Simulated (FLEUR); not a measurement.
# AlN (P6_3/mmc) in FLEUR: notebook

The runs below take AlN through equation of state, with PBE.

Everything below comes from runs of FLEUR MaX-R8.1 (patched build s14). Logs are shortened: lines on timing, memory, paths and dates and some standing lists are left out, and cuts for length are marked.

## (1) Starting point

Symmetry: P6_3/mmc, No. 194, hexagonal system. The conventional cell has a = 3.312 Å, b = 3.312 Å, c = 4.188 Å, α = 90.00°, β = 90.00°, γ = 120.00°. Around Al (site symmetry -6m2) lie 5 N at 1.91 to 2.09 Å. N (site symmetry -6m2) is surrounded by 5 Al at 1.91 to 2.09 Å.

Measurements of this composition are mostly on another form, of space group No. 186.

## (2) Equation of state, PBE, 9.35 Å³/atom (volume scaled by 0.94)

inp.xml

```xml
<?xml version="1.0" encoding="UTF-8" standalone="no"?>
<fleurInput fleurInputVersion="0.39">
   <comment>
      AlN                                                                                                 
   </comment>
   <calculationSetup>
      <cutoffs Kmax="4.6" Gmax="14.3" GmaxXC="14.3" numbands="0"/>
      <scfLoop itmax="60" minDistance="0.00001" maxIterBroyd="15" imix="Anderson" alpha="0.05" precondParam="0.0" spinf="2.0"/>
      <coreElectrons ctail="T" frcor="F" kcrel="0" coretail_lmax="0"/>
      <xcFunctional name="pbe" relativisticCorrections="F"/>
      <magnetism jspins="1"/>
      <soc l_soc="F" theta="0.0" phi="0.0" spav="F"/>
      <expertModes spex="0" secvar="F"/>
      <geometryOptimization l_f="F" forcealpha="1.0" forcemix="BFGS" epsdisp="0.0005" epsforce="0.0002"/>
      <ldaU l_linMix="F" mixParam="0.05" spinf="1.0"/>
   </calculationSetup>
   <cell>
      <bzIntegration valenceElectrons="32.0" mode="hist" fermiSmearingEnergy="0.00183747">
         <kPointListSelection listName="default-1"/>
         <!-- k-points included here -->
         <xi:include xmlns:xi="http://www.w3.org/2001/XInclude" href="kpts.xml"> </xi:include>
      </bzIntegration>
      <!-- symmetry operations included here -->
      <xi:include xmlns:xi="http://www.w3.org/2001/XInclude" href="sym.xml"> </xi:include>
      <bulkLattice scale="0.9795861087">
         <bravaisMatrix>
            <row-1>    6.2589916449783676     0.0000000000000000     0.0000000000000000</row-1>
            <row-2>   -3.1294958224891838     5.4204457666765755     0.0000000000000000</row-2>
            <row-3>    0.0000000000000000     0.0000000000000000     7.9133471995083493</row-3>
         </bravaisMatrix>
      </bulkLattice>
   </cell>
   <atomSpecies>
      <species name="Aluminum (Al)" element="Al" atomicNumber="13">
         <mtSphere radius="1.74" gridPoints="593" logIncrement="0.019"/>
         <atomicCutoffs lmax="7" lnonsphr="5"/>
         <electronConfig flipSpins="F">
            <coreConfig>(1s1/2)</coreConfig>
            <valenceConfig>(2s1/2) (2p1/2) (2p3/2) (3s1/2) (3p1/2) (3p3/2)</valenceConfig>
            <stateOccupation state="(3p1/2)" spinUp="0.166667" spinDown="0.166667"/>
            <stateOccupation state="(3p3/2)" spinUp="0.333333" spinDown="0.333333"/>
         </electronConfig>
         <energyParameters s="3" p="3" d="3" f="4"/>
         <lo type="SCLO" l="0" n="2" eDeriv="0"/>
         <lo type="SCLO" l="1" n="2" eDeriv="0"/>
         <lo type="SCLO" l="2" n="3" eDeriv="2"/>
         <lo type="SCLO" l="3" n="4" eDeriv="2"/>
      </species>
      <species name="Nitrogen (N)" element="N" atomicNumber="7">
         <mtSphere radius="1.51" gridPoints="513" logIncrement="0.02"/>
         <atomicCutoffs lmax="6" lnonsphr="4"/>
         <electronConfig flipSpins="F">
            <coreConfig>(1s1/2)</coreConfig>
            <valenceConfig>(2s1/2) (2p1/2) (2p3/2)</valenceConfig>
            <stateOccupation state="(2p1/2)" spinUp="0.500000" spinDown="0.500000"/>
            <stateOccupation state="(2p3/2)" spinUp="1.000000" spinDown="1.000000"/>
         </electronConfig>
         <energyParameters s="2" p="2" d="3" f="4"/>
         <lo type="SCLO" l="0" n="2" eDeriv="2"/>
         <lo type="SCLO" l="1" n="2" eDeriv="2"/>
         <lo type="SCLO" l="2" n="3" eDeriv="2"/>
      </species>
   </atomSpecies>
   <atomGroups>
      <atomGroup species="Aluminum (Al)">
         <relPos label="                   1">-1.000/3.000 1.000/3.000 1.000/4.000</relPos>
         <relPos label="                   2">1.000/3.000 -1.000/3.000 -1.000/4.000</relPos>
         <force calculate="T" relaxXYZ="TTT"/>
      </atomGroup>
      <atomGroup species="Nitrogen (N)">
         <relPos label="                   3">-1.000/3.000 1.000/3.000 -1.000/4.000</relPos>
         <relPos label="                   4">1.000/3.000 -1.000/3.000 1.000/4.000</relPos>
         <force calculate="T" relaxXYZ="TTT"/>
      </atomGroup>
   </atomGroups>
   <output dos="F" band="F" slice="F">
      <checks vchk="F" cdinf="F"/>
      <bandDOS minEnergy="-.5*Htr" maxEnergy="0.5*Htr" sigma="0.015" storeEVData="T"/>
      <vacuumDOS vacdos="F" integ="F" star="F" nstars="0" locx1="0.0" locy1="0.0" locx2="0.0" locy2="0.0" nstm="0" tworkf="0.0"/>
      <unfoldingBand unfoldBand="F" supercellX="1" supercellY="1" supercellZ="1"/>
      <plotting iplot="0" polar="F">
         <plot TwoD="T" vec1="  1.0  0.0  0.0" vec2="  0.0  1.0  0.0" vec3="  0.0  0.0  1.0" zero="  0.0  0.0  0.0" file="plot"/>
      </plotting>
      <chargeDensitySlicing numkpt="0" minEigenval="0.0" maxEigenval="0.0" nnne="0" pallst="F"/>
      <specialOutput eonly="F"/>
      <magneticCircularDichroism mcd="F" energyLo="-10.0" energyUp="0.0"/>
   </output>
  <!-- We include the file relax.xml here to enable relaxations (see documentation) -->
  <xi:include xmlns:xi="http://www.w3.org/2001/XInclude" href="relax.xml"> <xi:fallback/> </xi:include>
</fleurInput>
```

Potentials or basis: all-electron, FLAPW.

Launch:

```sh
$ inpgen -f crystal.txt -profile fastHighL
$ # inp.xml edited to the form shown
$ fleur
```

Output:

```text
Welcome to FLEUR        (www.flapw.de)
      MaX-Release 8.1          (www.max-centre.eu)

 ========== k-point set info ==========
 Selected k-point list: default-1
 k-point list type: mesh
 9 x 9 x 7
 Number of k points: 48

 ------------Calculation Setup---------------------------
 Number of OMP-threads    :            1
 Number of basis functions:          549
 Approximate size of matrices (H+S) per k-point:         0.004 GB
 --------------------------------------------------------
 Iteration:     1   Distance:      28.96111322 me/bohr^3
 Iteration:     2   Distance:      25.24995199 me/bohr^3
 Iteration:     3   Distance:       8.24040392 me/bohr^3
 Iteration:     4   Distance:       4.97675425 me/bohr^3
 Iteration:     5   Distance:       0.71207668 me/bohr^3
 Iteration:     6   Distance:       0.59227504 me/bohr^3
 Iteration:     7   Distance:       0.16667247 me/bohr^3
 Iteration:     8   Distance:       0.09786294 me/bohr^3
 Iteration:     9   Distance:       0.02230973 me/bohr^3
 Iteration:    10   Distance:       0.00241465 me/bohr^3
 Iteration:    11   Distance:       0.00151394 me/bohr^3
 Iteration:    12   Distance:       0.00010879 me/bohr^3
 Iteration:    13   Distance:       0.00005428 me/bohr^3
 Iteration:    14   Distance:       0.00000904 me/bohr^3

 ********************************************************************
 Run finished successfully
 Stop message:
   all done
 ********************************************************************
```

out.xml (last iteration):

```text
<iteration numberForCurrentRun="   14" overallNumber="   14">
         <energyParameters units="Htr">
            <atomicEP atomType="1" spin="1" branch="3s" branchLowest="-3.37" branchHighest="3.19" value="-0.0529371637"/>
            <atomicEP atomType="1" spin="1" branch="3p" branchLowest="-1.94" branchHighest="3.55" value="0.0776240471"/>
            <atomicEP atomType="1" spin="1" branch="3d" branchLowest="-9.99" branchHighest="3.32" value="0.2398354005"/>
            <atomicEP atomType="1" spin="1" branch="4f" branchLowest="-9.99" branchHighest="6.48" value="0.4019005286"/>
            <loAtomicEP atomType="1" spin="1" branch="2s" branchLowest="-54.95" branchHighest="-3.37" value="-3.4053865910"/>
            <loAtomicEP atomType="1" spin="1" branch="2p" branchLowest="-9.99" branchHighest="-1.94" value="-1.9895553148"/>
            <loAtomicEP atomType="1" spin="1" branch="3d" branchLowest="-9.99" branchHighest="3.32" value="0.2398338793"/>
            <loAtomicEP atomType="1" spin="1" branch="4f" branchLowest="-9.99" branchHighest="6.48" value="0.4018994139"/>
            <atomicEP atomType="2" spin="1" branch="2s" branchLowest="-13.43" branchHighest="1.19" value="-0.2623257509"/>
            <atomicEP atomType="2" spin="1" branch="2p" branchLowest="-9.99" branchHighest="1.40" value="0.0501342172"/>
            <atomicEP atomType="2" spin="1" branch="3d" branchLowest="-9.99" branchHighest="5.41" value="0.2924789441"/>
            <atomicEP atomType="2" spin="1" branch="4f" branchLowest="-9.99" branchHighest="9.24" value="0.4527145674"/>
            <loAtomicEP atomType="2" spin="1" branch="2s" branchLowest="-13.43" branchHighest="1.19" value="-0.2623257509"/>
            <loAtomicEP atomType="2" spin="1" branch="2p" branchLowest="-9.99" branchHighest="1.40" value="0.0500753636"/>
            <loAtomicEP atomType="2" spin="1" branch="3d" branchLowest="-9.99" branchHighest="5.41" value="0.2924778615"/>
         </energyParameters>
         <eigenvalues>
            <eigenvaluesAt spin="1" ikpt="1" k_x="0.00000000" k_y="0.00000000" k_z="0.00000000">
                      -3.4052690725       -3.4050996284       -1.9899119341       -1.9888710196       -1.9887915057
                      -1.9887915057       -1.9884615571       -1.9884615571       -0.2950979139       -0.1507492789
                       0.0736848959        0.2132991572        0.2132991572        0.2764570749        0.2764570749
                       0.3401194383        0.4771319264        0.5208834625        0.6554769323        0.6554769323
                       0.7722179325        0.7722179325        0.7864817793        0.7864817793        0.7930663272
            </eigenvaluesAt>
            <eigenvaluesAt spin="1" ikpt="2" k_x="0.00000000" k_y="0.00000000" k_z="0.14285714">
                      -3.4052605648       -3.4051050059       -1.9898447521       -1.9889350287       -1.9887457422
                      -1.9887457422       -1.9884648732       -1.9884648732       -0.2902344770       -0.1629283130
                       0.0887528426        0.2161680865        0.2161680865        0.2731221065        0.2731221065
[... 19 lines left out ...]
         <sumValenceSingleParticleEnergies value="-35.9832061103" units="Htr"/>
         <FermiEnergy value="0.3401194383" units="Htr"/>
         <valenceDensity>
            <mtCharges spin="1">
               <mtCharge atomType="1" total="8.5858009" s="2.2210332" p="6.2418799" d="0.1087949" f="0.0120049"/>
               <mtCharge atomType="2" total="3.8429977" s="1.2018500" p="2.6342430" d="0.0061303" f="0.0006200"/>
            </mtCharges>
            <spinDependentCharge spin="1" total="32.0000000" interstitial="7.1424027" mtSpheres="24.8575973"/>
            <totalCharge value="32.0000000000"/>
         </valenceDensity>
         <coreStates atomType="     1" atomicNumber=" 13" spin="1" kinEnergy="    159.3070321571" eigValSum="   -109.9052786028" lostElectrons=" 0.000000">
            <state n="1" l="0" j="0.5" energy="-54.9526393014" weight="1.0000000000"/>
         </coreStates>
         <coreStates atomType="     2" atomicNumber="  7" spin="1" kinEnergy="     44.1092341416" eigValSum="    -26.8549865991" lostElectrons=" 0.000004">
            <state n="1" l="0" j="0.5" energy="-13.4274932996" weight="1.0000000000"/>
         </coreStates>
         <allElectronCharges>
            <spinDependentCharge spin="1" total="40.0000000" interstitial="7.1424109" mtSpheres="32.8575891"/>
            <totalCharge value="39.9999999990"/>
         </allElectronCharges>
         <totalEnergy                                    value="     -595.3449380767" units="Htr">
            <sumOfEigenvalues                            value="     -309.5037365142">
               <coreElectrons value="-273.5205304038"/>
               <valenceElectrons value="-35.9832061103"/>
            </sumOfEigenvalues>
            <densityCoulombPotentialIntegral value="-839.7238147381"/>
            <densityEffectivePotentialIntegral value="-905.9611538813"/>
            <chargeDenXCDenIntegral value="-51.3574989063"/>
            <FockExchangeEnergyValence value="0.0000000000"/>
            <FockExchangeEnergyCore value="0.0000000000"/>
            <atomTypeDependentContributions atomType="1">
               <electronNucleiInteractionDifferentMTs value="569.7047399138"/>
               <MadelungTerm value="-18.0509416826"/>
            </atomTypeDependentContributions>
            <atomTypeDependentContributions atomType="2">
               <electronNucleiInteractionDifferentMTs value="126.0721684029"/>
               <MadelungTerm value="-6.7550991692"/>
            </atomTypeDependentContributions>
            <tkbTimesEntropy value="0.0000000000"/>
            <freeEnergy value="-595.3449380767"/>
            <extrapolationTo0K value="-595.3449380767"/>
         </totalEnergy>
         <densityConvergence units="me/bohr^3">
            <chargeDensity spin="1" distance="0.0000090367"/>
         </densityConvergence>
      </iteration>
```

Wall time 33 s (1 thread of Intel Xeon Platinum 8488C (Sapphire Rapids), shared host); peak memory 0.04 GiB.

What came out:

```yaml
Free_energy: -16200.1611 eV
Band_gap_on_the_k_mesh: 3.73 eV, direct
Valence_electrons_inside_the_program's_atomic_spheres: Al 8.59; N 3.84 (radii Al 1.74, N 1.51 bohr)
```

Caveat: the plane-wave cutoff is short for the semicore states, which can make moduli rough; an odd mesh through Γ misses points on the zone boundary, where band edges often lie.

## (3) Equation of state, PBE, 9.55 Å³/atom (volume scaled by 0.96)

inp.xml: that of step 2 with these lines changed.

```diff
@@ -24,3 +24,3 @@
       <xi:include xmlns:xi="http://www.w3.org/2001/XInclude" href="sym.xml"> </xi:include>
-      <bulkLattice scale="0.9795861087">
+      <bulkLattice scale="0.9864848297">
          <bravaisMatrix>
```

Potentials or basis: all-electron, FLAPW.

Launch:

```sh
$ inpgen -f crystal.txt -profile fastHighL
$ # inp.xml edited to the form shown
$ fleur
```

Wall time 33 s (1 thread of Intel Xeon Platinum 8488C (Sapphire Rapids), shared host); peak memory 0.04 GiB.

It converged, with:

```yaml
Free_energy: -16200.2210 eV
Band_gap_on_the_k_mesh: 3.57 eV, direct
Valence_electrons_inside_the_program's_atomic_spheres: Al 8.57; N 3.82 (radii Al 1.74, N 1.51 bohr)
```

Caveat: the plane-wave cutoff is short for the semicore states, which can make moduli rough; an odd mesh through Γ misses points on the zone boundary, where band edges often lie.

## (4) Equation of state, PBE, 9.75 Å³/atom (volume scaled by 0.98)

inp.xml: that of step 3 with these lines changed.

```diff
@@ -24,3 +24,3 @@
       <xi:include xmlns:xi="http://www.w3.org/2001/XInclude" href="sym.xml"> </xi:include>
-      <bulkLattice scale="0.9864848297">
+      <bulkLattice scale="0.9932883884">
          <bravaisMatrix>
```

Launch:

```sh
$ inpgen -f crystal.txt -profile fastHighL
$ # inp.xml edited to the form shown
$ fleur
```

Wall time 30 s (1 thread of Intel Xeon Platinum 8488C (Sapphire Rapids), shared host); peak memory 0.04 GiB.

The run converged. Its results:

```
Free energy                                           : -16200.2559 eV
Band gap on the k mesh                                : 3.42 eV, direct
Valence electrons inside the program's atomic spheres : Al 8.56; N 3.81 (radii Al 1.74, N 1.51 bohr)
```

Caveat: the plane-wave cutoff is short for the semicore states, which can make moduli rough; an odd mesh through Γ misses points on the zone boundary, where band edges often lie.

## (5) Equation of state, PBE, 9.95 Å³/atom

inp.xml: that of step 4 with these lines changed.

```diff
@@ -24,3 +24,3 @@
       <xi:include xmlns:xi="http://www.w3.org/2001/XInclude" href="sym.xml"> </xi:include>
-      <bulkLattice scale="0.9932883884">
+      <bulkLattice scale="1.0000000000">
          <bravaisMatrix>
```

Launch:

```sh
$ inpgen -f crystal.txt -profile fastHighL
$ # inp.xml edited to the form shown
$ fleur
```

Run time: 33 s. Hardware: 1 thread of Intel Xeon Platinum 8488C (Sapphire Rapids), shared host; peak memory 0.04 GiB.

The run converged. Its results:

```yaml
Free_energy: -16200.2678 eV
Band_gap_on_the_k_mesh: 3.27 eV, direct
Valence_electrons_inside_the_program's_atomic_spheres: Al 8.54; N 3.79 (radii Al 1.74, N 1.51 bohr)
```

Caveat: the plane-wave cutoff is short for the semicore states, which can make moduli rough; an odd mesh through Γ misses points on the zone boundary, where band edges often lie.

## (6) Equation of state, PBE, 10.14 Å³/atom (volume scaled by 1.02)

inp.xml: that of step 5 with these lines changed.

```diff
@@ -24,3 +24,3 @@
       <xi:include xmlns:xi="http://www.w3.org/2001/XInclude" href="sym.xml"> </xi:include>
-      <bulkLattice scale="1.0000000000">
+      <bulkLattice scale="1.0066227096">
          <bravaisMatrix>
```

Potentials or basis: all-electron, FLAPW.

Launch:

```sh
$ inpgen -f crystal.txt -profile fastHighL
$ # inp.xml edited to the form shown
$ fleur
```

Wall time 33 s (1 thread of Intel Xeon Platinum 8488C (Sapphire Rapids), shared host); peak memory 0.05 GiB.

The run converged. Its results:

* Free energy: -16200.2596 eV
* Band gap on the k mesh: 3.12 eV, direct
* Valence electrons inside the program's atomic spheres: Al 8.53; N 3.77 (radii Al 1.74, N 1.51 bohr)

Caveat: the plane-wave cutoff is short for the semicore states, which can make moduli rough; an odd mesh through Γ misses points on the zone boundary, where band edges often lie.

## (7) Equation of state, PBE, 10.34 Å³/atom (volume scaled by 1.04)

inp.xml: that of step 6 with these lines changed.

```diff
@@ -24,3 +24,3 @@
       <xi:include xmlns:xi="http://www.w3.org/2001/XInclude" href="sym.xml"> </xi:include>
-      <bulkLattice scale="1.0066227096">
+      <bulkLattice scale="1.0131594038">
          <bravaisMatrix>
```

Launch:

```sh
$ inpgen -f crystal.txt -profile fastHighL
$ # inp.xml edited to the form shown
$ fleur
```

Wall time 41 s (1 thread of Intel Xeon Platinum 8488C (Sapphire Rapids), shared host); peak memory 0.04 GiB.

Results (log left out):

* Free energy: -16200.2324 eV
* Band gap on the k mesh: 2.97 eV, direct
* Valence electrons inside the program's atomic spheres: Al 8.52; N 3.76 (radii Al 1.74, N 1.51 bohr)

Caveat: the plane-wave cutoff is short for the semicore states, which can make moduli rough; an odd mesh through Γ misses points on the zone boundary, where band edges often lie.

## (8) Equation of state, PBE, 10.54 Å³/atom (volume scaled by 1.06)

inp.xml: that of step 7 with these lines changed.

```diff
@@ -24,3 +24,3 @@
       <xi:include xmlns:xi="http://www.w3.org/2001/XInclude" href="sym.xml"> </xi:include>
-      <bulkLattice scale="1.0131594038">
+      <bulkLattice scale="1.0196128224">
          <bravaisMatrix>
```

Launch:

```sh
$ inpgen -f crystal.txt -profile fastHighL
$ # inp.xml edited to the form shown
$ fleur
```

It took 42 s on 1 thread of Intel Xeon Platinum 8488C (Sapphire Rapids), shared host; peak memory 0.05 GiB.

The run converged. Its results:

- Free energy: -16200.1876 eV
- Band gap on the k mesh: 2.82 eV, direct
- Valence electrons inside the program's atomic spheres: Al 8.51; N 3.74 (radii Al 1.74, N 1.51 bohr)

Caveat: the plane-wave cutoff is short for the semicore states, which can make moduli rough.

## (9) Equation of state, PBE

Potentials or basis: all-electron, FLAPW.

No new run: the results of the series are fitted here.

What came out:

- Equilibrium volume: 9.96 Å³/atom
- Bulk modulus at fixed shape and positions: 207 GPa

Energy against volume, from the lowest point:
| volume (Å³/atom) | energy (meV/atom) |
| --- | --- |
| 9.349 | 26.68 |
| 9.548 | 11.70 |
| 9.747 | 2.98 |
| 9.946 | 0.00 |
| 10.145 | 2.05 |
| 10.344 | 8.86 |
| 10.543 | 20.04 |

Caveat: small basis for a fit; the plane-wave cutoff is short for the semicore states, which can make moduli rough; the cell was scaled at fixed shape and fractional positions, which overstates the stiffness of a crystal with free parameters, most of all of layers and chains.
